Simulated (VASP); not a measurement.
# La (Im-3m) in VASP: notebook

One crystal, La, is run at these levels: RPBE; tasks: single point.

All numbers are computed with VASP 6.6.1; they aren't measurements. Logs are shortened: lines on timing, memory, paths and dates and some standing lists are left out, and cuts for length are marked.

### Step 1. The structure

Symmetry: Im-3m, No. 229, cubic system. Conventional cell: a = 4.248 Å, b = 4.248 Å, c = 4.248 Å, α = 90.00°, β = 90.00°, γ = 90.00°. Around La (site symmetry m-3m) lie 8 La at 3.68 Å.

This isn't the form of La at room conditions, which is double hcp.

### Step 2. Single point, RPBE

The input, INCAR:

```
SYSTEM = La
PREC     = Accurate       ! precision mode
ENCUT    = 520            ! plane-wave cutoff, eV
EDIFF    = 1E-7           ! SCF threshold, eV
ISMEAR   = 0              ! smearing method
SIGMA    = 0.1            ! smearing width, eV
LREAL    = .FALSE.        ! projectors in reciprocal space
LASPH    = .TRUE.         ! aspherical terms in the spheres
NELM     = 60             ! most SCF steps
ALGO     = Normal         ! electronic algorithm
ISIF     = 2              ! what is computed and relaxed
LWAVE    = .FALSE.        ! write WAVECAR
LCHARG   = .FALSE.        ! write CHGCAR
GGA      = RP             ! functional
```

The input, KPOINTS:

```
regular mesh
0
G
  9 9 9
  0 0 0
```

The input, POSCAR:

```
La
3.6786
   -0.577347651552      0.577347651552      0.577347651552
    0.577347651552     -0.577347651552      0.577347651552
    0.577347651552      0.577347651552     -0.577347651552
La
1
Direct
    0.0000000000      0.0000000000      0.0000000000
```

Potentials or basis: VASP PAW PBE potentials, release 54 (La).

The run is started by

```
> cat potpaw_PBE.54/La/POTCAR > POTCAR
> mpirun -np 1 vasp_std > vasp.out
```

OUTCAR:

```text
SYSTEM = La
   PREC = Accurate
   ENCUT = 520
   EDIFF = 1E-7
   ISMEAR = 0
   LREAL = .FALSE.
   LASPH = .TRUE.
   NELM = 60
   ISIF = 2
   GGA = RP

 ion  position               nearest neighbor table
   1  0.000  0.000  0.000-

  LATTYP: Found a body centered cubic cell.
 ALAT       =     4.2476621420

  Lattice vectors:

 A1 = (  -2.1238310710,   2.1238310710,   2.1238310710)
 A2 = (   2.1238310710,  -2.1238310710,   2.1238310710)
 A3 = (   2.1238310710,   2.1238310710,  -2.1238310710)

Analysis of symmetry for initial positions (statically):
=====================================================================
 Subroutine PRICEL returns:
 Original cell was already a primitive cell.

 Routine SETGRP: Setting up the symmetry group for a
 body centered cubic supercell.

 Subroutine GETGRP returns: Found 48 space group operations
 (whereof 48 operations were pure point group operations)
 out of a pool of 48 trial point group operations.

The static configuration has the point symmetry O_h .

Analysis of symmetry for dynamics (positions and initial velocities):
=====================================================================
 Subroutine PRICEL returns:
 Original cell was already a primitive cell.

 Routine SETGRP: Setting up the symmetry group for a
 body centered cubic supercell.

 Subroutine GETGRP returns: Found 48 space group operations
 (whereof 48 operations were pure point group operations)
 out of a pool of 48 trial point group operations.

The dynamic configuration has the point symmetry O_h .

 Subroutine INISYM returns: Found 48 space group operations
 (whereof 48 operations are pure point group operations),
 and found     1 'primitive' translations

----------------------------------------------------------------------------------------

                                     Primitive cell

  volume of cell :      38.3195

  direct lattice vectors                    reciprocal lattice vectors
    -2.123831071  2.123831071  2.123831071     0.000000000  0.235423620  0.235423620
     2.123831071 -2.123831071  2.123831071     0.235423620  0.000000000  0.235423620
     2.123831071  2.123831071 -2.123831071     0.235423620  0.235423620  0.000000000

  length of vectors
     3.678583322  3.678583322  3.678583322     0.332939277  0.332939277  0.332939277

  position of ions in fractional coordinates (direct lattice)
     0.000000000  0.000000000  0.000000000

  ion indices of the primitive-cell ions
   primitive index   ion index
                 1           1

----------------------------------------------------------------------------------------

 KPOINTS: regular mesh

Automatic generation of k-mesh.
 Grid dimensions read from file:
 generate k-points for:    9    9    9

 Generating k-lattice:

  Cartesian coordinates                     Fractional coordinates (reciprocal lattice)
     0.000000000  0.026158180  0.026158180     0.111111111  0.000000000  0.000000000
     0.026158180  0.000000000  0.026158180     0.000000000  0.111111111  0.000000000
     0.026158180  0.026158180  0.000000000     0.000000000  0.000000000  0.111111111

  Length of vectors
     0.036993253  0.036993253  0.036993253

  Shift w.r.t. Gamma in fractional coordinates (k-lattice)
     0.000000000  0.000000000  0.000000000

 Subroutine IBZKPT returns following result:
 ===========================================

 Found     35 irreducible k-points:

 Following reciprocal coordinates:
            Coordinates               Weight
  0.000000  0.000000  0.000000      1.000000
  0.111111  0.000000  0.000000     12.000000
  0.222222  0.000000  0.000000     12.000000
  0.333333  0.000000  0.000000     12.000000
  0.444444  0.000000  0.000000     12.000000
  0.111111  0.111111  0.000000     24.000000
[... 16 lines left out ...]
 -0.333333  0.444444  0.111111     48.000000
 -0.444444 -0.444444  0.111111     24.000000
 [... further k-points ...]
   k-points           NKPTS =     35   k-points in BZ     NKDIM =     35   number of bands    NBANDS=      9
   number of dos      NEDOS =    301   number of ions     NIONS =      1
   total plane-waves  NPLWV =  21952
   dimension x,y,z NGX =    28 NGY =   28 NGZ =   28
   dimension x,y,z NGXF=    56 NGYF=   56 NGZF=   56
   ions per type =               1
   NGX,Y,Z   is equivalent  to a cutoff of  12.65, 12.65, 12.65 a.u.
   NGXF,Y,Z  is equivalent  to a cutoff of  25.31, 25.31, 25.31 a.u.
 SYSTEM =  La
   PREC   = accura    normal or accurate (medium, high low for compatibility)
   ISTART =      0    job   : 0-new  1-cont  2-samecut
   ICHARG =      2    charge: 1-file 2-atom 10-const
   ISPIN  =      1    spin polarized calculation?
   LNONCOLLINEAR =      F non collinear calculations
   LSORBIT =      F    spin-orbit coupling
   LASPH  =      T    aspherical Exc in radial PAW
   ENCUT  =  520.0 eV  38.22 Ry    6.18 a.u.   6.84  6.84  6.84*2*pi/ulx,y,z
   NELM   =     60;   NELMIN=  2; NELMDL= -5     # of ELM steps
   EDIFF  = 0.1E-06   stopping-criterion for ELM
   LREAL  =      F    real-space projection
   EDIFFG = 0.1E-05   stopping-criterion for IOM
   NSW    =      0    number of steps for IOM
   IBRION =     -1    ionic relax: 0-MD 1-quasi-New 2-CG
   NFREE  =      0    steps in history (QN), initial steepest desc. (CG)
   ISIF   =      2    stress and relaxation
   ISYM   =      2    0-nonsym 1-usesym 2-fastsym
   POTIM  = 0.5000    time-step for ionic-motion
   TEBEG  =    0.0;   TEEND  =   0.0 temperature during run
   PSTRESS=    0.0 pullay stress
   NELECT =      11.0000    total number of electrons
   NUPDOWN=      -1.0000    fix difference up-down
   EMIN   =  10.00;   EMAX   =-10.00  energy-range for DOS
   EFERMI =   0.00;   METHOD = LEGACY
   ISMEAR =     0;   SIGMA  =   0.10  broadening in eV -4-tet -1-fermi 0-gaus
   EFERMI_NEDOS =   21; number of points for ismear=-14 and -15
   IALGO  =     38    algorithm
   IMIX   =      4    mixing-type and parameters
     AMIX     =   0.40;   BMIX     =  1.00
     AMIX_MAG =   1.60;   BMIX_MAG =  1.00
  volume/ion in A,a.u.               =      38.32       258.59
  Fermi-wavevector in a.u.,A,eV,Ry     =   1.079939  2.040788 15.868033  1.166268
  Thomas-Fermi vector in A             =   2.215917
   LORBIT       =      0    0 simple, 1 ext, 2 COOP (PROOUT), +10 PAW based schemes
   GGA     = RP    functional components
   LHFCALC =     F    Hartree Fock is set to
   AEXX    =    0.0000 exact exchange contribution
   IVDW    =     0    specifies the selected vdW correction
   LEPSILON=     F    determine dielectric tensor
   LRPA    =     F    only Hartree local field effects (RPA)
 non-spin polarized calculation
 Gauss-broadening in eV      SIGMA  =   0.10
  energy-cutoff  :      520.00
  volume of cell :       38.32
 maximum number of plane-waves:      1055
   NGX = 13   NGY = 13   NGZ = 13

 number of electron      10.9999999 magnetization

 Free energy of the ion-electron system (eV)
  ---------------------------------------------------
  ext. energy  EPLUGINS =         0.00000000
  ---------------------------------------------------
  free energy    TOTEN  =        -4.42962880 eV

  energy without entropy =       -4.41095318  energy(sigma->0) =       -4.42029099

 E-fermi :   7.6648     XC(G=0):  -9.3498

 val. band max:        7.6644693744   @ k =   0.3333   0.2222   0.0000
 cond. band min:       7.6853774174   @ k =  -0.2222   0.2222   0.2222
 fundamental gap:      0.0209080430
 Fermi energy:         7.6647786869

 k-point     1 :       0.0000    0.0000    0.0000
  band No.  band energies     occupation
      1     -25.2960      2.00000
      2      -8.3561      2.00000
      3      -8.3561      2.00000
      4      -8.3561      2.00000
      5       4.4708      2.00000
      6       9.1205      0.00000
      7       9.1205      0.00000
      8       9.1205      0.00000
      9       9.1351      0.00000

 k-point     2 :       0.1111    0.0000    0.0000
  band No.  band energies     occupation
      1     -25.2750      2.00000
      2      -8.5188      2.00000
      3      -8.4040      2.00000
      4      -8.3580      2.00000
      5       4.8327      2.00000
      6       8.6725      0.00000
      7       8.6825      0.00000
      8       9.1086      0.00000
      9       9.2398      0.00000

 k-point     3 :       0.2222    0.0000    0.0000
  band No.  band energies     occupation
      1     -25.2214      2.00000
      2      -8.9072      2.00000
      3      -8.5223      2.00000
      4      -8.3629      2.00000
      5       5.6434      2.00000
      6       8.1844      0.00000
      7       8.2563      0.00000
      8       9.0932      0.00000
      9       9.3579      0.00000

 k-point     4 :       0.3333    0.0000    0.0000
  band No.  band energies     occupation
      1     -25.1594      2.00000
      2      -9.3155      2.00000
      3      -8.6522      2.00000
      4      -8.3687      2.00000
      5       6.0371      2.00000
      6       7.7708      0.13383
      7       8.5883      0.00000
      8       9.1010      0.00000
      9       9.4231      0.00000
[... 205 lines left out ...]
 k-point    22 :      -0.4444    0.4444    0.1111
  band No.  band energies     occupation
      1     -25.1032      2.00000
      2      -9.5239      2.00000
      3      -8.7904      2.00000
      4      -8.4785      2.00000
      5       6.2141      2.00000
      6       7.8484      0.00942
      7       8.5905      0.00000
      8       9.0060      0.00000
      9       9.4188      0.00000

 k-point    23 :      -0.3333    0.4444    0.1111
  band No.  band energies     occupation
      1     -25.1006      2.00000
      2      -9.3824      2.00000
      3      -8.8809      2.00000
      4      -8.5571      2.00000
      5       6.7256      2.00000
      6       7.6108      1.55434
      7       8.3568      0.00000
      8       9.0537      0.00000
      9       9.3492      0.00000

 k-point    24 :      -0.4444   -0.4444    0.1111
  band No.  band energies     occupation
      1     -25.0814      2.00000
      2      -9.4715      2.00000
      3      -8.9432      2.00000
      4      -8.5566      2.00000
      5       6.5952      2.00000
      6       7.9028      0.00076
      7       8.1842      0.00000
      8       8.9745      0.00000
      9       9.4050      0.00000

 [... further k-points ...]

------------------------ aborting loop because EDIFF is reached ----------------------------------------

  FORCE on cell =-STRESS in cart. coord.  units (eV):
  Direction    XX          YY          ZZ          XY          YZ          ZX
  --------------------------------------------------------------------------------------
  -------------------------------------------------------------------------------------
  Total        0.1779225      0.1779225      0.1779225     -0.0000000      0.0000000     -0.0000000
  in kB        7.4391180      7.4391180      7.4391180     -0.0000000      0.0000000     -0.0000000
  external PRESSURE =       7.4391180 kB  Pullay stress =       0.0000000 kB

 VOLUME and BASIS-vectors are now :
 -----------------------------------------------------------------------------
  energy-cutoff  :      520.00
  volume of cell :       38.32
      direct lattice vectors                 reciprocal lattice vectors
    -2.123831071  2.123831071  2.123831071     0.000000000  0.235423620  0.235423620
     2.123831071 -2.123831071  2.123831071     0.235423620  0.000000000  0.235423620
     2.123831071  2.123831071 -2.123831071     0.235423620  0.235423620  0.000000000

 POSITION                                       TOTAL-FORCE (eV/Angst)
 -----------------------------------------------------------------------------------
      0.00000      0.00000      0.00000         0.000000     -0.000000      0.000000
 -----------------------------------------------------------------------------------
    total drift:                                0.000000      0.000000     -0.000000

  FREE ENERGIE OF THE ION-ELECTRON SYSTEM (eV)
  ---------------------------------------------------
  free  energy   TOTEN  =        -4.4296287953 eV

  energy  without entropy=       -4.4109531810  energy(sigma->0) =       -4.42029099
```

Run time: 23 s. Hardware: 1 thread of AMD EPYC 7R43 (Zen 3), shared host; peak memory 0.13 GiB.

What came out:

```
Free energy            : -4.4296 eV
Pressure               : 0.7 GPa
Band gap on the k mesh : none (metal or under the smearing width)
```

Caveat: the PAW data sets were made with another functional, which shifts forces and pressure a little.

### Step 3. Single point, RPBE

The input, run.py:

```python
from ase.calculators.vasp import Vasp
from ase.dft.bandgap import bandgap
from ase.io import read

atoms = read('La.cif')
calc = Vasp(
    directory='calc',
    xc='rpbe',
    pp='PBE',
    setups='recommended',
    pp_version='54',
    prec='Accurate',
    encut=520,
    ediff=1e-06,
    ismear=0,
    sigma=0.1,
    lreal=False,
    lasph=True,
    nelm=80,
    algo='Fast',
    isif=2,
    lwave=False,
    lcharg=False,
    kpts=[9, 9, 9],
    gamma=True,
)
atoms.calc = calc

print('energy (eV):', atoms.get_potential_energy())
print('free energy (eV):', atoms.get_potential_energy(force_consistent=True))
print('forces (eV/A):')
print(atoms.get_forces())
print('stress (eV/A^3, Voigt):', atoms.get_stress())
print('Fermi level (eV):', calc.get_fermi_level())
gap, top, bottom = bandgap(calc)
print('band gap (eV):', gap, 'from (spin, k, band)', top, 'to', bottom)
```

The input, La.cif:

```cif
data_La
_cell_length_a 3.67858332
_cell_length_b 3.67858332
_cell_length_c 3.67858332
_cell_angle_alpha 109.47122063
_cell_angle_beta 109.47122063
_cell_angle_gamma 109.47122063
_space_group_name_H-M_alt 'P1'
_space_group_name_Hall 'P 1'
_space_group_IT_number 1
loop_
_space_group_symop_operation_xyz
'x,y,z'
loop_
_atom_site_label
_atom_site_type_symbol
_atom_site_symmetry_multiplicity
_atom_site_Wyckoff_symbol
_atom_site_fract_x
_atom_site_fract_y
_atom_site_fract_z
_atom_site_occupancy
La1 La 1 a 0.0000000000 0.0000000000 0.0000000000 1
```

Potentials or basis: VASP PAW PBE potentials, release 54 (La).

The run is started by

```
> python run.py
```

The log of the run:

```text
energy (eV): -4.4202886
free energy (eV): -4.42962748
forces (eV/A):
[[0. 0. 0.]]
stress (eV/A^3, Voigt): [-0.00466811 -0.00466811 -0.00466811 -0.         -0.         -0.        ]
Fermi level (eV): 7.66466451
band gap (eV): 0.0 from (spin, k, band) (None, None, None) to (None, None, None)
```

OUTCAR:

```text
ENCUT = 520.000000
   EDIFF = 1.00e-06
   GGA = RP
   PREC = Accurate
   ISIF = 2
   ISMEAR = 0
   NELM = 80
   LASPH = .TRUE.
   LREAL = .FALSE.

 ion  position               nearest neighbor table
   1  0.000  0.000  0.000-

  LATTYP: Found a body centered cubic cell.
 ALAT       =     4.2476621401

  Lattice vectors:

 A1 = (   3.6785833200,   0.0000000000,   0.0000000000)
 A2 = (  -1.2261944397,   3.4682016144,   0.0000000000)
 A3 = (  -1.2261944397,  -1.7341008066,   3.0035507039)

Analysis of symmetry for initial positions (statically):
=====================================================================
 Subroutine PRICEL returns:
 Original cell was already a primitive cell.

 Routine SETGRP: Setting up the symmetry group for a
 body centered cubic supercell.

 Subroutine GETGRP returns: Found 48 space group operations
 (whereof 48 operations were pure point group operations)
 out of a pool of 48 trial point group operations.

The static configuration has the point symmetry O_h .

Analysis of symmetry for dynamics (positions and initial velocities):
[... 164 lines left out ...]
 Fermi energy:         7.6646645100

 k-point     1 :       0.0000    0.0000    0.0000
  band No.  band energies     occupation
      1     -25.2958      2.00000
      2      -8.3564      2.00000
      3      -8.3564      2.00000
      4      -8.3564      2.00000
      5       4.4711      2.00000
      6       9.1213      0.00000
      7       9.1213      0.00000
      8       9.1214      0.00000
      9       9.1348      0.00000
[... 265 lines left out ...]
 k-point    24 :      -0.4444   -0.4444    0.1111
  band No.  band energies     occupation
      1     -25.0811      2.00000
      2      -9.4718      2.00000
      3      -8.9435      2.00000
      4      -8.5569      2.00000
      5       6.5952      2.00000
      6       7.9028      0.00076
      7       8.1842      0.00000
      8       8.9750      0.00000
      9       9.5610      0.00000

 [... further k-points ...]

------------------------ aborting loop because EDIFF is reached ----------------------------------------

  FORCE on cell =-STRESS in cart. coord.  units (eV):
  Direction    XX          YY          ZZ          XY          YZ          ZX
  --------------------------------------------------------------------------------------
  -------------------------------------------------------------------------------------
  Total        0.1788794      0.1788794      0.1788794      0.0000000      0.0000000      0.0000000
  in kB        7.4791290      7.4791290      7.4791290      0.0000000      0.0000000      0.0000000
  external PRESSURE =       7.4791290 kB  Pullay stress =       0.0000000 kB

 VOLUME and BASIS-vectors are now :
 -----------------------------------------------------------------------------
  energy-cutoff  :      520.00
  volume of cell :       38.32
      direct lattice vectors                 reciprocal lattice vectors
     3.678583320  0.000000000  0.000000000     0.271843781  0.096111291  0.166469638
    -1.226194440  3.468201614  0.000000000     0.000000000  0.288333872  0.166469638
    -1.226194440 -1.734100807  3.003550704     0.000000000  0.000000000  0.332939277

 POSITION                                       TOTAL-FORCE (eV/Angst)
 -----------------------------------------------------------------------------------
      0.00000      0.00000      0.00000         0.000000      0.000000      0.000000
 -----------------------------------------------------------------------------------
    total drift:                                0.000000      0.000000      0.000000

  FREE ENERGIE OF THE ION-ELECTRON SYSTEM (eV)
  ---------------------------------------------------
  free  energy   TOTEN  =        -4.4296274807 eV

  energy  without entropy=       -4.4109497293  energy(sigma->0) =       -4.42028860
```

INCAR:

```text
ENCUT = 520.000000
SIGMA = 0.100000
EDIFF = 1.00e-06
ALGO = Fast
GGA = RP
PREC = Accurate
ISIF = 2
ISMEAR = 0
NELM = 80
LASPH = .TRUE.
LCHARG = .FALSE.
LWAVE = .FALSE.
LREAL = .FALSE.
```

Run time: 40 s. Hardware: 1 thread of AMD EPYC 7R43 (Zen 3), shared host; peak memory 0.13 GiB.

What came out:

- Free energy: -4.4296 eV
- Pressure: 0.7 GPa
- Band gap on the k mesh: none (metal or under the smearing width)

Levels at points of the mesh, in eV from the Fermi level:
```csv
k point,band 4,band 5,band 6,band 7,band 8,band 9
"(0.00, 0.00, 0.00)",-16.02,-3.19,1.46,1.46,1.46,1.47
```

Caveat: the PAW data sets were made with another functional, which shifts forces and pressure a little. The run has no spin-orbit coupling, so splittings on La are missing.
